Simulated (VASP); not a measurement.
Write the native input for VASP 6.6.1 that does the following.

* Task: relaxation of shape and atoms at fixed volume
* Functional: PBEsol
* Potentials or basis: VASP PAW PBE potentials, release 64 (Ba_sv, Ti_sv, O)
* Cutoff: 600 eV
* k mesh: 7 × 7 × 7
* Occupations: gaussian, width 0.03 eV
* Spin: no spin polarisation
* Further INCAR settings: ALGO = Fast; EDIFF = 1e-07; IBRION = 2; EDIFFG = -0.01; NSW = 40; ISIF = 4

The structure of BaTiO3 lies in POSCAR:

```
BaTiO3                                  
1.0
    2.7894023375      1.6104621904      2.2863083631
   -2.7894023375      1.6104621904      2.2863083631
    0.0000000000     -3.2209243810      2.2863083631
  Ba              Ti              O             
     1     1     3
Direct
     0.9980254370610444    0.9980254370610444    0.9980254370610444
     0.4859722336824824    0.4859722336824824    0.4859722336824824
     0.5093011343422549    0.5093011343422549    0.0166000605719614
     0.0166000605719614    0.5093011343422549    0.5093011343422549
     0.5093011343422549    0.0166000605719614    0.5093011343422549
```

The cell isn't the ideal one: a relaxed cell with its volume scaled by 0.96.

These files were run (other wordings do the same):

INCAR

```
SYSTEM = BaTiO3
ALGO = Fast
EDIFF = 1E-7
EDIFFG = -0.01
ENCUT = 600
GGA = PS
IBRION = 2
ISIF = 4
ISMEAR = 0
KPAR = 2
LASPH = .True.
LCHARG = .False.
LREAL = .False.
LWAVE = .False.
NELM = 80
NSW = 40
PREC = Accurate
SIGMA = 0.03
```

KPOINTS

```
k-points
0
Gamma
  7 7 7
  0 0 0
```

Potentials or basis: VASP PAW PBE potentials, release 64 (Ba_sv, Ti_sv, O).

Launch:

```console
$ cat potpaw_PBE.64/Ba_sv/POTCAR potpaw_PBE.64/Ti_sv/POTCAR potpaw_PBE.64/O/POTCAR > POTCAR
$ mpirun -np 2 vasp_std > vasp.out
```

It gave:

The energy gained by relaxing is 3.4 meV/atom. The ionic steps are 8 and the pressure after relaxing is 5.8 GPa. The largest force after relaxing is 0.007 eV/Å and the band gap on the k mesh is 2.07 eV, indirect (least direct gap 2.21 eV).

Caveat: the PAW data sets were made with another functional, which shifts forces and pressure a little; spin-orbit coupling is left out, which moves the levels of the heavy elements; an odd mesh through Γ misses points on the zone boundary, where band edges often lie.

Run time: 2.4 min on 2 MPI ranks on Intel(R) Xeon(R) 6975P-C (Granite Rapids), with other jobs on the host, peak memory 0.23 GiB a rank.
